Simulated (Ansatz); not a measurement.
Computed properties of SnSe (rocksalt)

All numbers come from Ansatz. The calculation is non-magnetic, and the structure need not be a phase that has been made.

Structure: rocksalt SnSe, at its r2SCAN minimum. Space group Fm-3m (No. 225), cubic; a = 6.004 Å in the conventional setting, 27.06 Å³ an atom. Sn is surrounded by 6 Se at 3.00 Å; Se is surrounded by 6 Sn at 3.00 Å.

```cif
data_structure
_symmetry_space_group_name_H-M 'P 1'
_symmetry_Int_Tables_number 1
_cell_length_a 4.2456
_cell_length_b 4.2456
_cell_length_c 4.2456
_cell_angle_alpha 60.000
_cell_angle_beta 60.000
_cell_angle_gamma 60.000
_cell_volume 54.11
loop_
_atom_site_label
_atom_site_type_symbol
_atom_site_fract_x
_atom_site_fract_y
_atom_site_fract_z
_atom_site_occupancy
Sn1 Sn 0.00000 0.00000 0.00000 1
Se1 Se 0.50000 0.50000 0.50000 1
```

Relaxed lattice by functional, symmetry kept:

| functional | k mesh | a (Å) | volume (Å³/atom) |
| --- | --- | --- | --- |
| PBE | 8×8×8 | 6.056 | 27.77 |
| r2SCAN | 6×6×6 | 6.004 | 27.06 |
| PBEsol | 6×6×6 | 5.933 | 26.11 |
| LDA | 6×6×6 | 5.882 | 25.43 |
| HSE06 | 4×4×4 | 5.951 | 26.34 |

Gaps on the r2SCAN cell, each the least over its mesh and the special points:
```tsv
level	k mesh	gap (eV)	kind	edges	least direct gap (eV)	rough cost
LDA	8×8×8	0.02	indirect	(-0.052, -0.052, 0.484) → (-0.057, -0.042, 0.480)	0.03	2.4 core-seconds
PBE+SOC	8×8×8	0.21	direct	(-0.052, -0.052, 0.484)	0.21	16 core-seconds
r2SCAN	8×8×8	0.01	direct	L–W (0.10)	0.01	6 core-seconds
HSE06	6×6×6	0.06	direct	L–W (0.10)	0.06	3 core-minutes
HSE06+SOC	4×4×4	0.21	indirect	L–W (0.10) → (-0.052, -0.052, 0.484)	0.22	6 core-minutes
```
All runs use a smearing of 0.02 eV.
Wave cutoffs: 420 eV, 500 eV (r2SCAN).
Points off the special ones are mesh points or PBE's searched band edges, reused at the other levels. PBE's own run along the path (0.13 eV) came before the search for the edges and missed one, so it isn't listed. Set aside, since their points miss a band edge that the other levels read or their mesh is too coarse: PBE0.
Costs come from shared machines and give only the order. The runs had 4 threads of Arm Neoverse V1, with other jobs on the host.

With HSE06 the gap is 0.06 eV and direct, at L–W (0.10 of the way from L). (This is within a few times the smearing of 0.02 eV, so the filling near the edges can be smeared.)

Direct and least gap lie within 0.04 eV at some levels, so the kind of gap isn't settled.

Only the levels marked +SOC include spin-orbit coupling.

Gaps or overlaps of about a tenth of an eV are at the limit of these meshes: between the points read a gap can be smaller or closed.

Coordinates of k points refer to the reciprocal vectors of the primitive cell of the runs.

The meshes of the hybrids are coarse, so their gaps aren't converged to the digits shown.
